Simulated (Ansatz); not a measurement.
## Rh in Ansatz: the effect of functional

Rh:

```
Rh
1.0
     0.00000    1.89785    1.89785
     1.89785    0.00000    1.89785
     1.89785    1.89785    0.00000
Rh
1
Cartesian
  0.0000 0.0000 0.0000
```

Alike in all runs:

* Program: Ansatz 0.2.0
* Task: projected density of states
* Potentials or basis: Ansatz PAW
* k mesh: 7 × 7 × 7
* Occupations: fermi-dirac, width 0.05 eV
* Spin: no spin polarisation

| functional | cutoff | pressure (GPa) |
| --- | --- | --- |
| LDA | 420 eV (not typed: the program's choice for these potentials) | -11.1 |
| PBE | 420 eV (not typed: the program's choice for these potentials) | 6.2 |
| PBEsol | 420 eV (not typed: the program's choice for these potentials) | -5.0 |
| RPBE | 420 eV (not typed: the program's choice for these potentials) | 10.9 |
| revPBE | 420 eV (not typed: the program's choice for these potentials) | ? |
| BLYP | 420 eV (not typed: the program's choice for these potentials) | 20.6 |
| r2SCAN | 500 eV (not typed: the program's choice for these potentials) | 0.0 |
| HSE06 | 420 eV (not typed: the program's choice for these potentials) | -5.1 |
| PBE0 | 420 eV (not typed: the program's choice for these potentials) | -5.0 |
| r2SCAN0 | 500 eV (not typed: the program's choice for these potentials) | -8.9 |

**Question.** What does the run with functional revPBE give?

**Answer.** Pressure 9.6 GPa.

Caveats: all runs use coarse meshes; the density of states is complete only up to the lowest level of the last band computed; the PAW data sets come from PBE, with cores solved anew for the run's functional, which leaves a small shift of forces and pressure (some runs); the thresholds are loose for stress (some runs).
